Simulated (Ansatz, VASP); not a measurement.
One calculation of Ag, two programs

Contents of INCAR:

```
SYSTEM = Ag
PREC = Accurate
ENCUT = 600
EDIFF = 1E-7
ISMEAR = -1
SIGMA = 0.05
LREAL = .FALSE.
LASPH = .TRUE.
NELM = 100
ALGO = Normal
ISIF = 3
LWAVE = .FALSE.
LCHARG = .FALSE.
GGA = B5
ALDAX = 1.0
AGGAX = 1.0
AGGAC = 1.0
ALDAC = 0.0
IVDW = 13
VDW_S6 = 1.0
VDW_S8 = 2.34076671
VDW_A1 = 0.44488865
VDW_A2 = 4.0933009
IBRION = 2
NSW = 60
EDIFFG = -0.01
```

KPOINTS

```
regular mesh
0
G
  11 11 11
  0 0 0
```

Contents of POSCAR:

```
Ag
1.0
    0.0000000000      2.0427500000      2.0427500000
    2.0427500000      0.0000000000      2.0427500000
    2.0427500000      2.0427500000      0.0000000000
Ag
1
Direct
    0.0000000000      0.0000000000      0.0000000000
```

The input input.yaml:

```yaml
crystal:
  lattice:
    - [0.0, 2.04275, 2.04275]
    - [2.04275, 0.0, 2.04275]
    - [2.04275, 2.04275, 0.0]
  atoms:
    - { symbol: Ag, position: [0.0, 0.0, 0.0] }
hamiltonian:
  xc: blyp
  pseudopotentials: { kind: paw }
  dispersion: d4
kpoints:
  mp_grid: { grid: [11, 11, 11] }
scf:
  occupations: { method: fermi_dirac, width: 0.05 }
output:
  forces: true
  stress: true
relax:
  f_tol: 0.01
  max_steps: 40
  cell: { stress_tol: 0.05 }
```

Alike in both runs: task relaxation of cell and atoms; functional BLYP; dispersion D4; k mesh 11 × 11 × 11; occupations fermi-dirac, width 0.05 eV; no spin polarisation.

|  | VASP | Ansatz |
| --- | --- | --- |
| version | VASP 6.6.1 | Ansatz 0.2.0 |
| potentials or method | VASP PAW PBE potentials, release 64 (Ag) | Ansatz PAW |
| plane-wave cutoff (eV) | 600 | 420 |
| valence electrons in the cell | 11 | 19 |

Ansatz gave:

```
relaxed volume (Å³/atom)                                     : 17.37
relaxed cell length with the largest relative difference (Å) : 2.907
energy change over the relaxation (meV/atom)                 : -2
```

Q: Estimate VASP's values.

A: Relaxed volume (Å³/atom): 17.40; relaxed cell length with the largest relative difference (Å): 2.908; energy change over the relaxation (meV/atom): -2.

The two sets of potentials don't hold the same shells in valence.

Caveats: the PAW data sets were made with another functional, which shifts forces and pressure a little (VASP); pairwise dispersion overbinds metals, which lowers pressure and volume (VASP); the plane-wave basis is chosen anew once the cell has moved, so the energies of steps on either side of that aren't comparable (Ansatz); the PAW data sets come from PBE, with cores solved anew for the run's functional, which leaves a small shift of forces and pressure (Ansatz). Zero-point motion and thermal expansion aren't in these numbers.
